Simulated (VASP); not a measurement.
# InP (F-43m) in VASP: G0W0 quasiparticle levels with PBEsol

Aim: the G0W0 quasiparticle levels of InP with PBEsol.

All numbers are computed with VASP 6.6.1; they aren't measurements. Logs are shortened: lines on timing, memory, paths and dates and some standing lists are left out, and cuts for length are marked.

**The experiment to reproduce.**

A printed reference work, data compilation reports, for a bulk crystal of InP at 1.6 K: band gap 1.4236 eV (direct).

How close the calculation comes is told below.

## Step 1: The structure

The structure is cubic, space group F-43m (No. 216). Conventional cell: a = 5.861 Å, b = 5.861 Å, c = 5.861 Å, α = 90.00°, β = 90.00°, γ = 90.00°. In (site symmetry -43m) has 4 P at 2.54 Å as nearest neighbours. Around P (site symmetry -43m) lie 4 In at 2.54 Å.

## Step 2: G0W0 quasiparticle levels, PBEsol

Contents of POSCAR:

```
InP
1.0
    0.0000000000      2.9305000000      2.9305000000
    2.9305000000      0.0000000000      2.9305000000
    2.9305000000      2.9305000000      0.0000000000
In P
1 1
Direct
    0.0000000000      0.0000000000      0.0000000000
    0.2500000000      0.2500000000      0.2500000000
```

Contents of INCAR.step1:

```
PREC     = Accurate       # precision mode
ENCUT    = 450            # plane-wave cutoff, eV
EDIFF    = 1E-8           # SCF threshold, eV
ISMEAR   = 0              # smearing method
SIGMA    = 0.01           # smearing width, eV
LREAL    = F              # projectors in reciprocal space
LASPH    = T              # aspherical terms in the spheres
NELM     = 60             # most SCF steps
ALGO     = Fast           # electronic algorithm
LWAVE    = T              # write WAVECAR
LCHARG   = F              # write CHGCAR
GGA      = PS             # functional
KPAR     = 8
```

Contents of INCAR.step2:

```
PREC     = Accurate       # precision mode
ENCUT    = 450            # plane-wave cutoff, eV
EDIFF    = 1E-8           # SCF threshold, eV
ISMEAR   = 0              # smearing method
SIGMA    = 0.01           # smearing width, eV
LREAL    = F              # projectors in reciprocal space
LASPH    = T              # aspherical terms in the spheres
NELM     = 1              # most SCF steps
ALGO     = Exact          # electronic algorithm
LWAVE    = T              # write WAVECAR
LCHARG   = F              # write CHGCAR
GGA      = PS             # functional
NBANDS   = 109            # bands
LOPTICS  = T              # frequency-dependent dielectric function
ISTART   = 1            
KPAR     = 8
```

Contents of INCAR.step3:

```
PREC     = Accurate       # precision mode
ENCUT    = 450            # plane-wave cutoff, eV
EDIFF    = 1E-8           # SCF threshold, eV
ISMEAR   = 0              # smearing method
SIGMA    = 0.01           # smearing width, eV
LREAL    = F              # projectors in reciprocal space
LASPH    = T              # aspherical terms in the spheres
ALGO     = EVGW0          # electronic algorithm
LWAVE    = F              # write WAVECAR
LCHARG   = F              # write CHGCAR
GGA      = PS             # functional
NELMGW   = 1            
NBANDS   = 109            # bands
ENCUTGW  = 150            # cutoff of the response function
NOMEGA   = 50             # frequency points
PRECFOCK = Fast         
ISTART   = 1            
NBANDSGW = 17           
KPAR     = 8
```

Contents of KPOINTS:

```
regular mesh
0
Gamma
  5 5 5
```

Potentials or basis: VASP PAW PBE potentials, release 64 (In_d_GW, P_GW).

The run is started by

```
$ cat potpaw_PBE.64/In_d_GW/POTCAR potpaw_PBE.64/P_GW/POTCAR > POTCAR
$ cp INCAR.step1 INCAR
$ mpirun -np 8 vasp_std > vasp.out
$ cp INCAR.step2 INCAR
$ mpirun -np 8 vasp_std > vasp.out
$ cp INCAR.step3 INCAR
$ mpirun -np 8 vasp_std > vasp.out
```

OUTCAR:

```text
PREC = Accurate
   ENCUT = 450
   EDIFF = 1E-8
   ISMEAR = 0
   LREAL = F
   LASPH = T
   GGA = PS
   NELMGW = 1
   ENCUTGW = 150
   PRECFOCK = Fast
   ISTART = 1

 ion  position               nearest neighbor table
   1  0.000  0.000  0.000-   2 2.54   2 2.54   2 2.54   2 2.54
   2  0.250  0.250  0.250-   1 2.54   1 2.54   1 2.54   1 2.54

  LATTYP: Found a face centered cubic cell.
 ALAT       =     5.8610000000

  Lattice vectors:

 A1 = (   0.0000000000,   2.9305000000,   2.9305000000)
 A2 = (   2.9305000000,   0.0000000000,   2.9305000000)
 A3 = (   2.9305000000,   2.9305000000,   0.0000000000)

Analysis of symmetry for initial positions (statically):
=====================================================================
 Subroutine PRICEL returns:
 Original cell was already a primitive cell.

 Routine SETGRP: Setting up the symmetry group for a
 face centered cubic supercell.

 Subroutine GETGRP returns: Found 24 space group operations
 (whereof 24 operations were pure point group operations)
 out of a pool of 48 trial point group operations.

The static configuration has the point symmetry T_d .

Analysis of symmetry for dynamics (positions and initial velocities):
=====================================================================
 Subroutine PRICEL returns:
 Original cell was already a primitive cell.

 Routine SETGRP: Setting up the symmetry group for a
 face centered cubic supercell.

 Subroutine GETGRP returns: Found 24 space group operations
 (whereof 24 operations were pure point group operations)
 out of a pool of 48 trial point group operations.

The dynamic configuration has the point symmetry T_d .

 Subroutine INISYM returns: Found 24 space group operations
 (whereof 24 operations are pure point group operations),
 and found     1 'primitive' translations

----------------------------------------------------------------------------------------

                                     Primitive cell

  volume of cell :      50.3333

  direct lattice vectors                    reciprocal lattice vectors
     0.000000000  2.930500000  2.930500000    -0.170619348  0.170619348  0.170619348
     2.930500000  0.000000000  2.930500000     0.170619348 -0.170619348  0.170619348
     2.930500000  2.930500000  0.000000000     0.170619348  0.170619348 -0.170619348

  length of vectors
     4.144352845  4.144352845  4.144352845     0.295521380  0.295521380  0.295521380

  position of ions in fractional coordinates (direct lattice)
     0.000000000  0.000000000  0.000000000
     0.250000000  0.250000000  0.250000000

  ion indices of the primitive-cell ions
   primitive index   ion index
                 1           1
                 2           2

----------------------------------------------------------------------------------------

 KPOINTS: regular mesh

Automatic generation of k-mesh.
 Grid dimensions read from file:
 generate k-points for:    5    5    5

 Generating k-lattice:

  Cartesian coordinates                     Fractional coordinates (reciprocal lattice)
    -0.034123870  0.034123870  0.034123870     0.200000000  0.000000000  0.000000000
     0.034123870 -0.034123870  0.034123870     0.000000000  0.200000000  0.000000000
     0.034123870  0.034123870 -0.034123870     0.000000000  0.000000000  0.200000000

  Length of vectors
     0.059104276  0.059104276  0.059104276

  Shift w.r.t. Gamma in fractional coordinates (k-lattice)
     0.000000000  0.000000000  0.000000000

 Subroutine IBZKPT returns following result:
 ===========================================

 Found     10 irreducible k-points:

 Following reciprocal coordinates:
            Coordinates               Weight
  0.000000  0.000000  0.000000      1.000000
  0.200000  0.000000  0.000000      8.000000
  0.400000  0.000000  0.000000      8.000000
  0.200000  0.200000  0.000000      6.000000
  0.400000  0.200000  0.000000     24.000000
 -0.400000  0.200000  0.000000     24.000000
 -0.200000  0.200000  0.000000     12.000000
  0.400000  0.400000  0.000000      6.000000
 -0.400000  0.400000  0.000000     12.000000
 -0.400000  0.400000  0.200000     24.000000
   k-points           NKPTS =     10   k-points in BZ     NKDIM =    125   number of bands    NBANDS=    109
   number of dos      NEDOS =    301   number of ions     NIONS =      2
   total plane-waves  NPLWV =  27000
   dimension x,y,z NGX =    30 NGY =   30 NGZ =   30
   dimension x,y,z NGXF=    60 NGYF=   60 NGZF=   60
   ions per type =               1   1
   NGX,Y,Z   is equivalent  to a cutoff of  12.03, 12.03, 12.03 a.u.
   NGXF,Y,Z  is equivalent  to a cutoff of  24.07, 24.07, 24.07 a.u.
 SYSTEM =  unknown system
   PREC   = accura    normal or accurate (medium, high low for compatibility)
   ISTART =      1    job   : 0-new  1-cont  2-samecut
   ICHARG =      0    charge: 1-file 2-atom 10-const
   ISPIN  =      1    spin polarized calculation?
   LNONCOLLINEAR =      F non collinear calculations
   LSORBIT =      F    spin-orbit coupling
   LASPH  =      T    aspherical Exc in radial PAW
   ENCUT  =  450.0 eV  33.07 Ry    5.75 a.u.   7.17  7.17  7.17*2*pi/ulx,y,z
   NELM   =     60;   NELMIN=  2; NELMDL=  0     # of ELM steps
   EDIFF  = 0.1E-07   stopping-criterion for ELM
   LREAL  =      F    real-space projection
   EDIFFG = 0.1E-06   stopping-criterion for IOM
   NSW    =      0    number of steps for IOM
   IBRION =     -1    ionic relax: 0-MD 1-quasi-New 2-CG
   NFREE  =      0    steps in history (QN), initial steepest desc. (CG)
   ISIF   =      0    stress and relaxation
   ISYM   =      3    0-nonsym 1-usesym 2-fastsym
   POTIM  = 0.5000    time-step for ionic-motion
   TEBEG  =    0.0;   TEEND  =   0.0 temperature during run
   PSTRESS=    0.0 pullay stress
   NELECT =      18.0000    total number of electrons
   NUPDOWN=      -1.0000    fix difference up-down
   EMIN   =  10.00;   EMAX   =-10.00  energy-range for DOS
   EFERMI =   0.00;   METHOD = LEGACY
   ISMEAR =     0;   SIGMA  =   0.01  broadening in eV -4-tet -1-fermi 0-gaus
   EFERMI_NEDOS =   21; number of points for ismear=-14 and -15
   IALGO  =     38    algorithm
   IMIX   =      4    mixing-type and parameters
     AMIX     =   0.40;   BMIX     =  1.00
     AMIX_MAG =   1.60;   BMIX_MAG =  1.00
  volume/ion in A,a.u.               =      25.17       169.83
  Fermi-wavevector in a.u.,A,eV,Ry     =   1.162021  2.195901 18.371846  1.350293
  Thomas-Fermi vector in A             =   2.298587
   LORBIT       =      0    0 simple, 1 ext, 2 COOP (PROOUT), +10 PAW based schemes
   GGA     = PS    functional components
   LHFCALC =     T    Hartree Fock is set to
   PRECFOCK=fast      Normal, Fast or Accurate (Low or Medium for compatibility)
   ENCUT4O =  -1.0   cutoff for four orbital integrals eV
   NKREDX  =     1    reduce k-point grid by
   NKREDY  =     1    reduce k-point grid by
   NKREDZ  =     1    reduce k-point grid by
   AEXX    =    1.0000 exact exchange contribution
   HFSCREEN=    0.0000 screening length (either q_TF or 0.3 A-1)
   HFSCREENC=   0.0000 screening length for correlation (either q_TF or 0.3 A-1)
   ENCUTFOCK=  -1.0 apply spherical cutoff to Coloumb kernel
   IVDW    =     0    specifies the selected vdW correction
   LEPSILON=     F    determine dielectric tensor
   LRPA    =     F    only Hartree local field effects (RPA)
   LRPAFORCE           =     F    calculate RPA forces
   ENCUTGW             = 150.0    cutoff for response function in eV
   ENCUTGWSOFT         = 120.0    soft cutoff for Coulomb kernel in GW response function in eV
   ENCUTLF             =  -1.0    cutoff for local field effects
   NELMGW              =     1    number of iterations in solving QP/BSE equation
   NELMHF              =     1    number of iterations in the inner HF iteration
   NKREDLFX            =     1    NKREDLFY  =   1   NKREDLFZ  =   1
 non-spin polarized calculation
 Gauss-broadening in eV      SIGMA  =   0.01
  energy-cutoff  :      450.00
  volume of cell :       50.33
 maximum number of plane-waves:      1103
 NGX is ok and might be reduce to    30
  NGX = 16; NGY = 16; NGZ = 16
   NGX = 15   NGY = 15   NGZ = 15
 maximum number of plane-waves:       216

 QP shifts <psi_nk| G(iteration)W_0 |psi_nk>: iteration 1
 for sc-GW calculations column KS-energies equals QP-energies in previous step
 and V_xc(KS)=  KS-energies - (<T + V_ion + V_H > + <T+V_H+V_ion>^1  + <V_x>^1)

 k-point   1 :       0.0000    0.0000    0.0000
  band No.  KS-energies  QP-energies   sigma(KS)   V_xc(KS)     V^pw_x(r,r')   Z            occupation Imag(sigma)

      1     -10.3527     -12.5249     -19.6876     -16.5663     -25.2688       0.6959       2.0000       0.6275
      2     -10.3527     -12.5249     -19.6876     -16.5663     -25.2688       0.6959       2.0000       0.6275
      3     -10.3527     -12.5249     -19.6876     -16.5663     -25.2688       0.6959       2.0000       0.6275
      4     -10.1982     -12.4107     -19.8280     -16.6538     -25.3006       0.6971       2.0000       0.5776
      5     -10.1982     -12.4107     -19.8280     -16.6538     -25.3006       0.6971       2.0000       0.5776
      6      -7.7182      -8.0259     -11.8437     -11.3343     -18.2355       0.6040       2.0000       0.8928
[... 9 lines left out ...]
     16      13.2025      13.5054      -9.9014     -10.3151      -4.5828       0.7321       0.0000      -0.1992
     17      14.8598      14.8998      -7.8184      -7.8723      -2.2916       0.7422       0.0000      -0.3540

 k-point   2 :       0.2000    0.0000    0.0000
  band No.  KS-energies  QP-energies   sigma(KS)   V_xc(KS)     V^pw_x(r,r')   Z            occupation Imag(sigma)

      1     -10.3969     -12.5112     -19.5150     -16.4610     -25.1597       0.6923       2.0000       0.6353
      2     -10.3358     -12.5114     -19.7091     -16.5848     -25.2843       0.6964       2.0000       0.6272
      3     -10.3358     -12.5114     -19.7091     -16.5848     -25.2843       0.6964       2.0000       0.6272
      4     -10.1973     -12.4102     -19.8265     -16.6542     -25.3026       0.6976       2.0000       0.5791
      5     -10.1973     -12.4102     -19.8265     -16.6542     -25.3026       0.6976       2.0000       0.5791
      6      -7.2693      -7.6320     -12.1120     -11.5276     -18.2813       0.6206       2.0000       0.8780
[... 9 lines left out ...]
     16      13.0064      13.0352      -7.8178      -7.8562      -2.4384       0.7473       0.0000      -0.2496
     17      15.0494      15.1739      -8.5615      -8.7289      -2.8495       0.7437       0.0000      -0.3752

 k-point   3 :       0.4000    0.0000    0.0000
  band No.  KS-energies  QP-energies   sigma(KS)   V_xc(KS)     V^pw_x(r,r')   Z            occupation Imag(sigma)
[... 127 lines left out ...]
      1     -10.5195     -12.5264     -19.2218     -16.2905     -24.9906       0.6847       2.0000       0.6571
      2     -10.2708     -12.4600     -19.7813     -16.6391     -25.3285       0.6967       2.0000       0.6178
      3     -10.2566     -12.4531     -19.8208     -16.6788     -25.3702       0.6991       2.0000       0.6238
      4     -10.2331     -12.4292     -19.7620     -16.6034     -25.2525       0.6953       2.0000       0.5841
      5     -10.1730     -12.3871     -19.8488     -16.6803     -25.3316       0.6988       2.0000       0.5817
      6      -5.2845      -5.7131     -13.1198     -12.4762     -18.6217       0.6659       2.0000       0.7302
[... 9 lines left out ...]
     16      16.1927      16.5094     -10.3221     -10.7548      -4.0141       0.7320       0.0000      -0.5820
     17      16.9693      17.2672     -10.2019     -10.6130      -3.8061       0.7249       0.0000      -0.6082

 k-point  10 :      -0.4000    0.4000    0.2000
  band No.  KS-energies  QP-energies   sigma(KS)   V_xc(KS)     V^pw_x(r,r')   Z            occupation Imag(sigma)

      1     -10.4993     -12.5091     -19.2407     -16.3084     -25.0068       0.6854       2.0000       0.6582
      2     -10.2937     -12.4828     -19.7660     -16.6239     -25.3149       0.6967       2.0000       0.6160
      3     -10.2639     -12.4564     -19.7967     -16.6556     -25.3494       0.6980       2.0000       0.6241
      4     -10.2196     -12.4183     -19.7830     -16.6234     -25.2694       0.6959       2.0000       0.5820
      5     -10.1813     -12.3908     -19.8359     -16.6699     -25.3189       0.6979       2.0000       0.5819
      6      -5.4869      -5.9231     -13.0203     -12.3641     -18.5579       0.6648       2.0000       0.7469
[... 9 lines left out ...]
     16      16.2500      16.5687     -10.1770     -10.6166      -3.8334       0.7250       0.0000      -0.5531
     17      16.6203      16.8686      -9.8259     -10.1654      -3.5939       0.7312       0.0000      -0.5902
```

Run time: 2.8 min. Hardware: 8 MPI ranks of AMD EPYC 7R43 (Zen 3), shared host; peak memory 0.5 GiB.

What came out:

* Band gap on the k mesh, mean-field level: 0.61 eV, direct
* Quasiparticle gap: 1.21 eV
* Least direct quasiparticle gap: 1.21 eV

Caveat: bands, screening cutoff and mesh are small and nothing is extrapolated, so the quasiparticle values aren't converged; spin-orbit coupling is left out, which moves the levels of the heavy elements.

## Step 3: Against experiment

Step 2. Measured gap of InP: 1.4236 eV (direct; 1.6 K; a printed reference work, data compilation). This calculation gives 1.21 eV (-0.21 eV). Spin-orbit coupling on In is left out. The value is that of G0W0 on PBEsol, without temperature or zero-point motion.
